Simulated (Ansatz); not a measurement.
# Rhodium, diamond under PBEsol: ground state and equation of state, part 1 of 2

The plan for rhodium in the diamond structure: relax it, solve it on a dense k-mesh, then scale the cell to 7 volumes from 88 to 112 % of the relaxed one and try a fit of the equation of state. Spin polarisation is left out. The k-meshes are 10×10×10 for the relaxation; 16×16×16 for the dense run; 11×11×11 for the volumes.

This is Rh in the diamond structure; at room conditions it is fcc.

Program: Ansatz 0.2.0. Level of theory: DFT PBEsol, plane waves (420 eV) with PAW, scalar-relativistic; PBE-made PAW files. These are calculated values, not measurements.

**1. The structure to begin with**

It takes space group Fd-3m (No. 227, cubic). Conventional cell: a = 5.296 Å, b = 5.296 Å, c = 5.296 Å, α = 90.00°, β = 90.00°, γ = 90.00°. Rh (site symmetry -43m) is surrounded by 4 Rh at 2.29 Å.

As a file:

```cif
data_structure
_symmetry_space_group_name_H-M 'P 1'
_symmetry_Int_Tables_number 1
_cell_length_a 3.7446
_cell_length_b 3.7446
_cell_length_c 3.7446
_cell_angle_alpha 60.000
_cell_angle_beta 60.000
_cell_angle_gamma 60.000
_cell_volume 37.13
loop_
_atom_site_label
_atom_site_type_symbol
_atom_site_fract_x
_atom_site_fract_y
_atom_site_fract_z
_atom_site_occupancy
Rh1 Rh 0.12500 0.12500 0.12500 1
Rh2 Rh 0.87500 0.87500 0.87500 1
```

**2. Relaxing cell and atoms**

input.yaml reads:

```yaml
crystal:
  lattice:
    - [0.0, 2.647863974, 2.647863974]
    - [2.647863974, 0.0, 2.647863974]
    - [2.647863974, 2.647863974, 0.0]
  atoms:
    - { symbol: Rh, position: [0.125, 0.125, 0.125] }
    - { symbol: Rh, position: [0.875, 0.875, 0.875] }
hamiltonian:
  xc: pbesol
  pseudopotentials:
    kind: paw
    azcp:
      Rh: "pseudopotentials/Rh.paw.azcp"
basis:
  ecutwfc: 420
  fft_grid_basis: typed
kpoints:
  mp_grid: { grid: [10, 10, 10], shift: [0, 0, 0] }
magnetization:
  spin_polarized: false
scf:
  occupations: { method: fermi_dirac, width: 0.1 }
relax:
  max_steps: 60
  f_tol: 0.01
  cell: {}
output:
  write_density: true
  write_potential: true
  elf: true
  volumetric_format: npy
```

Output:

```text
Warning: <dir> the record states the generating functional pbe (its physics header spells it `PBE`), which answers neither for hamiltonian.xc's functional nor for the pbesol family's — results may be inconsistent (PPs are generated against a specific XC)
Warning: RAYON_NUM_THREADS=2 ignored (pool sized by the plan → 2); use --threads N
Engine: ansatz 0.2.0, aarch64-unknown-linux-gnu
Pseudopotentials: kind: paw
Pseudopotential: Rh, paw, valence charge 17, recommended cutoff 420 eV (normal), <dir>
Functional definition: PBEsol
  exchange = pbesol_x
  correlation = pbesol_c
Crystal: 2 atoms, lattice volume = 37.129 Å³
Basis set: ecut = 420 eV, 725 PW (Γ), exchange–correlation on 54×54×54 points (8 copies of the dense FFT grid, shifted against one another)
Bands: 21, of which v1, the nominal top of the filled ones, is band 17 counted from 1 (16 counted from 0)
Symmetry: 48 space group operations
Space group: Fd-3m (ITA 227), of the structure as read, at distance tolerance 3.3e-5 Å
k-points: 47 of 1000
Non-local potential: Rh, projectors of the file, l = 0: 3, l = 1: 2, l = 2: 2, l = 3: 1
PAW form: soft (Blöchl's): semilocal exchange-correlation on the pseudo side does not see the compensation charge
PAW frozen core: Rh, regenerated for the run's functional, and the local potential with it (the file was generated under x = pbe(κ = 0.804, μ = 0.2195149727645171), c = pbe(β = 0.06672455060314922))
PAW one-centre angular grid: Rh, 590 points (default); XC on 64 Gauss nodes
Initial density: superposition of atomic densities (neutral atoms: chi_scale 0, normalization atom), corrected by the library's trained network
Initial wavefunctions: pseudopotential atomic-orbital guess
Functional: x = pbesol(κ = 0.804, μ = 0.12345679012345678), c = pbesol(β = 0.046)
SCF iter   1: F=—  HF=-12674.831079 eV  |F-HF|=—  |Δ(HF+E_count)|=         —  Δρ=5.08e-3  dr2=6.24e-3  ethr=1.77e-3  ⟨swp⟩=5.7  Hψ=4348  notcnv=0
preconditioner: auto → Kerker (q_TF=auto, 2.689 Å⁻¹)  [metal: Δε(μ)=0.017 eV  Ē_g=6.655 eV  σ=0.100 eV  W_gap=0.04  n_scr=14 (ndim 8)  ℏωp=25.9 eV  f_vac=0.008  D(μ)=2.69/eV (n_scr^D=26)]
SCF iter   2: F=—  HF=-12674.832801 eV  |F-HF|=—  |Δ(HF+E_count)|=   1.72e-3  Δρ=2.79e-3  dr2=2.02e-3  ethr=1.83e-5  ⟨swp⟩=2.0  Hψ=1539  notcnv=0
SCF iter   3: F=—  HF=-12674.833119 eV  |F-HF|=—  |Δ(HF+E_count)|=   3.18e-4  Δρ=6.34e-4  dr2=1.80e-4  ethr=5.95e-6  ⟨swp⟩=2.3  Hψ=1365  notcnv=0
SCF iter   4: F=—  HF=-12674.833143 eV  |F-HF|=—  |Δ(HF+E_count)|=   2.43e-5  Δρ=2.12e-4  dr2=2.40e-5  ethr=5.29e-7  ⟨swp⟩=2.5  Hψ=1609  notcnv=0
SCF iter   5: F=—  HF=-12674.833144 eV  |F-HF|=—  |Δ(HF+E_count)|=   8.81e-7  Δρ=6.39e-5  dr2=1.11e-6  ethr=7.07e-8  ⟨swp⟩=2.6  Hψ=1385  notcnv=0
SCF iter   6: F=-12674.833144 eV  HF=-12674.833144 eV  |F-HF|=7.95e-9  |Δ(HF+E_count)|=   8.72e-8  Δρ=8.43e-6  dr2=7.87e-9  ethr=2.94e-10  ⟨swp⟩=6.1  Hψ=6384  notcnv=0
SCF 1 converged in 6 iterations: F = -12674.833144 eV  dr2 = 7.87e-9
relax step   1: F+E_penalty+E_count = -12674.83314432 eV  Δ(F+E_penalty+E_count) = +0.000e0 eV  max|allowed force component| = 8.095e-18 eV/Å  Δτ_max = 0.0000 Å  P = +14.151 GPa  Ω = 37.129 Å³  (6 SCF iters, dr2 threshold 1.00e-7 eV, accepted)
Crystal: 2 atoms, lattice volume = 40.684 Å³
Basis set: ecut = 420 eV, 821 PW (Γ), exchange–correlation on 54×54×54 points (8 copies of the dense FFT grid, shifted against one another)
Initial density: handed on by an earlier stage of this run
Initial wavefunctions: those handed on with the density
iter 1 solved again at ethr=5.55e-5 eV; its pass at ethr=3.10e-3 eV (dr2=1.89e-2 eV) is discarded
SCF iter   1: F=—  HF=-12674.956292 eV  |F-HF|=—  |Δ(HF+E_count)|=         —  Δρ=6.96e-3  dr2=1.99e-2  ethr=5.55e-5  ⟨swp⟩=1.0  Hψ=5345  notcnv=0
preconditioner: auto → Kerker (q_TF=auto, 2.648 Å⁻¹)  [metal: Δε(μ)=0.018 eV  Ē_g=6.063 eV  σ=0.100 eV  W_gap=0.05  n_scr=14 (ndim 8)  ℏωp=24.7 eV  f_vac=0.008  D(μ)=3.21/eV (n_scr^D=26)]
SCF iter   2: F=—  HF=-12674.953586 eV  |F-HF|=—  |Δ(HF+E_count)|=   2.71e-3  Δρ=3.66e-3  dr2=5.48e-3  ethr=5.55e-5  ⟨swp⟩=1.0  Hψ=987  notcnv=0
SCF iter   3: F=—  HF=-12674.952807 eV  |F-HF|=—  |Δ(HF+E_count)|=   7.79e-4  Δρ=6.93e-4  dr2=2.12e-4  ethr=1.61e-5  ⟨swp⟩=2.1  Hψ=1331  notcnv=0
SCF iter   4: F=—  HF=-12674.952788 eV  |F-HF|=—  |Δ(HF+E_count)|=   1.96e-5  Δρ=2.06e-4  dr2=2.90e-5  ethr=6.23e-7  ⟨swp⟩=1.8  Hψ=1291  notcnv=0
SCF iter   5: F=—  HF=-12674.952787 eV  |F-HF|=—  |Δ(HF+E_count)|=   3.74e-7  Δρ=6.40e-5  dr2=1.43e-6  ethr=8.52e-8  ⟨swp⟩=2.3  Hψ=1388  notcnv=0
SCF iter   6: F=-12674.952788 eV  HF=-12674.952788 eV  |F-HF|=3.46e-8  |Δ(HF+E_count)|=   5.30e-7  Δρ=1.36e-5  dr2=4.99e-8  ethr=5.88e-10  ⟨swp⟩=8.0  Hψ=6304  notcnv=0
SCF 2 converged in 6 iterations: F = -12674.952788 eV  dr2 = 4.99e-8
relax step   2: F+E_penalty+E_count = -12674.95278795 eV  Δ(F+E_penalty+E_count) = -1.196e-1 eV  max|allowed force component| = 1.099e-17 eV/Å  Δτ_max = 0.0000 Å  P = -1.826 GPa  Ω = 40.684 Å³  energy of the carried Pulay correction = -1.584e-3 eV  (6 SCF iters, dr2 threshold 2.00e-7 eV, accepted)
Crystal: 2 atoms, lattice volume = 40.243 Å³
Basis set: ecut = 420 eV, 749 PW (Γ), exchange–correlation on 54×54×54 points (8 copies of the dense FFT grid, shifted against one another)
iter 1 solved again at ethr=6.08e-7 eV; its pass at ethr=3.10e-3 eV (dr2=2.07e-4 eV) is discarded
SCF iter   1: F=—  HF=-12674.955943 eV  |F-HF|=—  |Δ(HF+E_count)|=         —  Δρ=9.01e-4  dr2=3.32e-4  ethr=6.08e-7  ⟨swp⟩=2.0  Hψ=5104  notcnv=0
eigensolver tolerance schedule calibrated: the retry pair's looser diagonalisation under-reported the residual by θ = 0.38 (0.10/decade); ethr = c·dr2/N_el runs at the constant in force after the calibration composes with the one it found (an armed cap, an earlier calibration), c = 9.6e-2
preconditioner: auto → Kerker (q_TF=auto, 2.653 Å⁻¹)  [metal: Δε(μ)=0.024 eV  Ē_g=6.128 eV  σ=0.100 eV  W_gap=0.06  n_scr=14 (ndim 8)  ℏωp=24.8 eV  f_vac=0.007  D(μ)=3.14/eV (n_scr^D=26)]
SCF iter   2: F=—  HF=-12674.955894 eV  |F-HF|=—  |Δ(HF+E_count)|=   4.87e-5  Δρ=4.51e-4  dr2=8.32e-5  ethr=6.08e-7  ⟨swp⟩=2.1  Hψ=1401  notcnv=0
SCF iter   3: F=—  HF=-12674.955881 eV  |F-HF|=—  |Δ(HF+E_count)|=   1.31e-5  Δρ=9.01e-5  dr2=3.61e-6  ethr=2.35e-7  ⟨swp⟩=2.1  Hψ=1345  notcnv=0
SCF iter   4: F=—  HF=-12674.955881 eV  |F-HF|=—  |Δ(HF+E_count)|=   4.18e-7  Δρ=2.26e-5  dr2=3.11e-7  ethr=1.02e-8  ⟨swp⟩=2.0  Hψ=1306  notcnv=0
iter 5 did not close the SCF: its close was put off for the readings that it lacked (scf_convergence_deferred on its scf_iter line)
SCF iter   5: F=-12674.955881 eV  HF=-12674.955881 eV  |F-HF|=2.79e-9  |Δ(HF+E_count)|=   1.08e-8  Δρ=5.46e-6  dr2=1.38e-8  ethr=8.78e-10  ⟨swp⟩=2.2  Hψ=1694  notcnv=0
SCF iter   6: F=-12674.955881 eV  HF=-12674.955881 eV  |F-HF|=2.55e-11  |Δ(HF+E_count)|=   5.45e-9  Δρ=2.02e-6  dr2=1.20e-9  ethr=3.90e-11  ⟨swp⟩=5.0  Hψ=5460  notcnv=0
SCF 3 converged in 6 iterations: F = -12674.955881 eV  dr2 = 1.20e-9
relax step   3: F+E_penalty+E_count = -12674.95588072 eV  Δ(F+E_penalty+E_count) = -3.093e-3 eV  max|allowed force component| = 9.830e-18 eV/Å  Δτ_max = 0.0000 Å  P = -0.271 GPa  Ω = 40.243 Å³  energy of the carried Pulay correction = -1.395e-3 eV  (6 SCF iters, dr2 threshold 2.00e-7 eV, accepted)
Crystal: 2 atoms, lattice volume = 40.167 Å³
iter 1 solved again at ethr=1.58e-8 eV; its pass at ethr=3.10e-3 eV (dr2=5.37e-6 eV) is discarded
SCF iter   1: F=—  HF=-12674.955978 eV  |F-HF|=—  |Δ(HF+E_count)|=         —  Δρ=1.53e-4  dr2=9.50e-6  ethr=1.58e-8  ⟨swp⟩=2.0  Hψ=4999  notcnv=0
preconditioner: auto → Kerker (q_TF=auto, 2.654 Å⁻¹)  [metal: Δε(μ)=0.023 eV  Ē_g=6.142 eV  σ=0.100 eV  W_gap=0.06  n_scr=14 (ndim 8)  ℏωp=24.9 eV  f_vac=0.007  D(μ)=3.13/eV (n_scr^D=26)]
SCF iter   2: F=—  HF=-12674.955976 eV  |F-HF|=—  |Δ(HF+E_count)|=   1.27e-6  Δρ=7.69e-5  dr2=2.41e-6  ethr=1.58e-8  ⟨swp⟩=2.4  Hψ=1407  notcnv=0
iter 3 did not close the SCF: its close was put off for the readings that it lacked (scf_convergence_deferred on its scf_iter line)
SCF iter   3: F=-12674.955976 eV  HF=-12674.955976 eV  |F-HF|=3.51e-8  |Δ(HF+E_count)|=   3.85e-7  Δρ=1.52e-5  dr2=1.07e-7  ethr=7.09e-9  ⟨swp⟩=2.3  Hψ=1358  notcnv=0
iter 4 did not close the SCF: its close was put off for the readings that it lacked (scf_convergence_deferred on its scf_iter line)
SCF iter   4: F=-12674.955976 eV  HF=-12674.955976 eV  |F-HF|=1.28e-9  |Δ(HF+E_count)|=   1.37e-8  Δρ=4.01e-6  dr2=9.77e-9  ethr=3.15e-10  ⟨swp⟩=1.6  Hψ=1177  notcnv=0
iter 5 did not close the SCF: its close was put off for the readings that it lacked (scf_convergence_deferred on its scf_iter line)
SCF iter   5: F=-12674.955976 eV  HF=-12674.955976 eV  |F-HF|=1.22e-10  |Δ(HF+E_count)|=  3.97e-10  Δρ=8.98e-7  dr2=3.55e-10  ethr=2.87e-11  ⟨swp⟩=2.3  Hψ=1412  notcnv=0
SCF iter   6: F=-12674.955976 eV  HF=-12674.955976 eV  |F-HF|=0.00e0  |Δ(HF+E_count)|=  1.76e-10  Δρ=3.25e-7  dr2=3.15e-11  ethr=1.04e-12  ⟨swp⟩=4.3  Hψ=5042  notcnv=0
SCF 4 converged in 6 iterations: F = -12674.955976 eV  dr2 = 3.15e-11
relax step   4: F+E_penalty+E_count = -12674.95597609 eV  Δ(F+E_penalty+E_count) = -9.537e-5 eV  max|allowed force component| = 6.361e-18 eV/Å  Δτ_max = 0.0000 Å  P = +0.007 GPa  Ω = 40.167 Å³  energy of the carried Pulay correction = -1.363e-3 eV  (6 SCF iters, dr2 threshold 1.84e-7 eV, accepted)
Initial wavefunctions: pseudopotential atomic-orbital guess (no wavefunctions were taken with the density)
iter 1 solved again at ethr=2.97e-7 eV; its pass at ethr=3.10e-3 eV (dr2=1.01e-4 eV) is discarded
SCF iter   1: F=—  HF=-12674.956733 eV  |F-HF|=—  |Δ(HF+E_count)|=         —  Δρ=8.64e-4  dr2=6.79e-6  ethr=2.97e-7  ⟨swp⟩=3.0  Hψ=6654  notcnv=0
preconditioner: auto → Kerker (q_TF=auto, 2.654 Å⁻¹)  [metal: Δε(μ)=0.022 eV  Ē_g=6.142 eV  σ=0.100 eV  W_gap=0.06  n_scr=14 (ndim 8)  ℏωp=24.9 eV  f_vac=0.007  D(μ)=3.13/eV (n_scr^D=26)]
SCF iter   2: F=—  HF=-12674.957218 eV  |F-HF|=—  |Δ(HF+E_count)|=   4.85e-4  Δρ=4.39e-4  dr2=1.73e-6  ethr=2.00e-8  ⟨swp⟩=2.0  Hψ=1296  notcnv=0
SCF iter   3: F=—  HF=-12674.957370 eV  |F-HF|=—  |Δ(HF+E_count)|=   1.52e-4  Δρ=1.10e-5  dr2=8.37e-9  ethr=5.09e-9  ⟨swp⟩=1.7  Hψ=1077  notcnv=0
SCF iter   4: F=—  HF=-12674.957370 eV  |F-HF|=—  |Δ(HF+E_count)|=   6.01e-8  Δρ=1.63e-6  dr2=1.17e-9  ethr=2.46e-11  ⟨swp⟩=2.2  Hψ=1749  notcnv=0
SCF iter   5: F=—  HF=-12674.957370 eV  |F-HF|=—  |Δ(HF+E_count)|=  4.58e-10  Δρ=9.07e-7  dr2=6.11e-10  ethr=3.45e-12  ⟨swp⟩=1.0  Hψ=987  notcnv=0
SCF iter   6: F=—  HF=-12674.957370 eV  |F-HF|=—  |Δ(HF+E_count)|=  2.55e-11  Δρ=4.94e-7  dr2=1.99e-10  ethr=1.80e-12  ⟨swp⟩=1.0  Hψ=987  notcnv=0
SCF iter   7: F=-12674.957370 eV  HF=-12674.957370 eV  |F-HF|=1.82e-12  |Δ(HF+E_count)|=  1.46e-11  Δρ=7.78e-8  dr2=4.44e-12  ethr=1.00e-12  ⟨swp⟩=4.7  Hψ=4520  notcnv=0
SCF 5 converged in 7 iterations: F = -12674.957370 eV  dr2 = 4.44e-12
relax step   5: F+E_penalty+E_count = -12674.95736969 eV  Δ(F+E_penalty+E_count) = -1.394e-3 eV  max|allowed force component| = 1.099e-17 eV/Å  Δτ_max = 0.0000 Å  P = +0.021 GPa  Ω = 40.167 Å³  stress off target by 2.07e-2 GPa  SCF on the basis re-selected at this cell (its energy is not comparable with the rows above)  (7 SCF iters)
basis re-selected at this cell: Δ(F+E_penalty+E_count) = -1.394e-3 eV, ΔP = +0.014 GPa vs the last step (what re-selecting the basis moved, of the pressure what is left beyond the Pulay correction that the steps carried, after the strain that the cell walked since its last selection, with what the two solves' SCF thresholds leave and, on support functions, any second-order correction that the steps lacked; it is no measure of the basis error at this ecutwfc). This SCF's stress stands 2.07e-2 GPa from its target on what of the cell is left free (relax.cell.stress_tol is 5.00e-2 GPa) and its largest allowed force component is 1.10e-17 eV/Å (relax.f_tol is 1.00e-2 eV/Å): within both
SCF converged after 7 iterations
Free energy (F): -12674.957370 eV
Harris-Foulkes:  -12674.957370 eV  (|F-HF|=1.82e-12)
Internal energy: -12674.855747 eV  (E = F + TS)
E sigma→0 (E₀):  -12674.906558 eV
Entropy (-TS):   -0.101623 eV (-50.811 meV/atom)
Fermi energy:    13.892719 eV
--- Per-component energies (eV) ---
  E_band       = -462.434351
  E_kinetic    = 1144.153708
  E_local      = -4626.221502  (includes V_loc(G=0)·N_el)
  E_nonlocal   = 717.658266
  E_hartree    = 1699.627665
  E_xc         = -437.685057
  E_vxc        = -551.216537  (∫ρ·V_xc dr)
  E_paw        = -7049.415869  (= ΣΔE_a)
  E_vpaw       = -546.065364  (= ΣTr[D̂ρ^β])
  E_aug_tail   = 0.001626  (compensation charges beyond the density's cutoff)
  E_ewald      = -4123.526983
  E_core_change = 0.552399  (= ΣΔE_core)
  E_smearing   = -0.101623  (= −TS)
  E_closure    = 0.000000  (closes the sum)
  Σ components = -12674.957370   (vs F -12674.957370, Δ=0.00e0)
--- Forces (eV/Å), atoms counted from 1 ---
  atom   1  Rh     0.00000000     0.00000000    -0.00000000
  atom   2  Rh    -0.00000000    -0.00000000    -0.00000000
  max |Σ_I F_I| component: 9.25e-18 eV/Å
--- Stress (GPa, compression-positive) ---
        0.020727      -0.000000      -0.000000
       -0.000000       0.020727       0.000000
       -0.000000       0.000000       0.020727
  P = ⅓ Tr σ = 0.0207 GPa (0.207 kbar)
--- Band table (eV; the first three rows and the last of 47) ---
  k-point 0: bands = ["-65.1959", "-64.8301", "-33.2958", "-33.2958", "-33.2958", "-32.6043", "-32.6043", "-32.6043", "7.9835", "9.4118", "9.4118", "9.7960", "9.7960", "9.7960", "12.3824", "12.3824", "12.3824", "14.3181", "14.3181", "26.4435", "26.7385"]
  k-point 1: bands = ["-65.1893", "-64.8369", "-33.3034", "-33.3034", "-33.2937", "-32.6070", "-32.5965", "-32.5965", "8.1596", "9.3112", "9.3112", "9.7966", "9.9508", "9.9508", "12.2740", "12.3597", "12.3597", "14.3152", "14.3152", "24.3846", "25.9806"]
  k-point 2: bands = ["-65.1707", "-64.8559", "-33.3225", "-33.3225", "-33.2881", "-32.6139", "-32.5767", "-32.5767", "8.6327", "9.2218", "9.2218", "9.8299", "10.1445", "10.1445", "12.0274", "12.3600", "12.3600", "14.2890", "14.2890", "21.7378", "25.1400"]
  k-point 46: bands = ["-65.0143", "-65.0143", "-33.4427", "-33.4427", "-32.9521", "-32.9521", "-32.4552", "-32.4552", "8.7631", "8.7631", "10.1900", "10.1900", "11.1694", "11.1694", "11.6429", "11.6429", "14.5690", "14.5690", "16.4895", "16.4895", "17.5389"]
--- Relaxed structure (4 steps of the walk, 4 accepted, 1 SCFs on fresh bases) ---
  F+E_penalty+E_count = -12674.95736969 eV   max|allowed force component| = 1.099e-17 eV/Å   (the final SCF, on the basis selected at the relaxed cell)
  cell:  # Å, volume = 40.1675 Å³
    - [-6.528445417147475e-33, 2.718200574439938, 2.718200574439938]
    - [2.718200574439938, 5.95521606344672e-33, 2.718200574439938]
    - [2.718200574439938, 2.718200574439938, 3.8215290246716945e-34]
  atoms:
    - { symbol: Rh, position: [0.12499999999999999, 0.12499999999999999, 0.12499999999999999] }
    - { symbol: Rh, position: [0.875, 0.875, 0.875] }
```

It took 5.3 s on 2 threads of an Arm CPU, shared host; peak memory 0.34 GiB.

The walk, from the log:

| step | energy change (meV/atom) | largest force (eV/Å) | pressure (GPa) | volume (Å³/atom) |
| --- | --- | --- | --- | --- |
| 1 | 0.00 | 0.0000 | 14.15 | 18.565 |
| 2 | -59.82 | 0.0000 | -1.83 | 20.342 |
| 3 | -61.37 | 0.0000 | -0.27 | 20.122 |
| 4 | -61.42 | 0.0000 | 0.01 | 20.084 |
| 5 | -62.11 | 0.0000 | 0.02 | 20.084 |

Steps that repeat a cell are solved on a basis chosen anew, so their changes of energy are no gain of the relaxation.

Changes in the cell that was computed:

|  | before | after | change |
| --- | --- | --- | --- |
| a (Å) | 3.745 | 3.844 | +2.7 % |
| b (Å) | 3.745 | 3.844 | +2.7 % |
| c (Å) | 3.745 | 3.844 | +2.7 % |
| volume (Å³/atom) | 18.565 | 20.084 | +8.2 % |
| shortest distance (Å) | 2.293 | 2.354 | +2.7 % |
| space group (spins left aside) | Fd-3m | Fd-3m | same |

(Continued in part 2 of 2.)
